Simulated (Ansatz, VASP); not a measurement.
## KCl in VASP and in Ansatz

```
CELL_PARAMETERS angstrom
3.77081 0.00000 0.00000
0.00000 3.77081 0.00000
0.00000 0.00000 3.77081
ATOMIC_POSITIONS crystal
K 0.00000 0.00000 0.00000
Cl 0.50000 0.50000 0.50000
```

Measurements of this composition are mostly on another form, of space group No. 225.

Alike in both runs: task single point; functional r2SCAN; k mesh 6 × 6 × 6; no spin polarisation.

```csv
,VASP,Ansatz
version,VASP 6.6.1,Ansatz 0.2.0
potentials or method,"VASP PAW PBE potentials, release 64 (K_sv, Cl)","plane waves, PAW"
plane-wave cutoff (eV),520,500
occupations,"gaussian, width 0.01 eV",fixed
valence electrons in the cell,16,16
```

```csv
,VASP,Ansatz,Ansatz less VASP
gap on the k mesh at the Fermi level (eV),5.81,5.80,-0.006
pressure (GPa),0.0,0.0,+0.04
```

Caveats: the PAW data sets were made with another functional, which shifts forces and pressure a little (VASP). A k mesh can miss the band edges. r2SCAN opens gaps a little over a GGA but as a rule still falls short of measured ones.
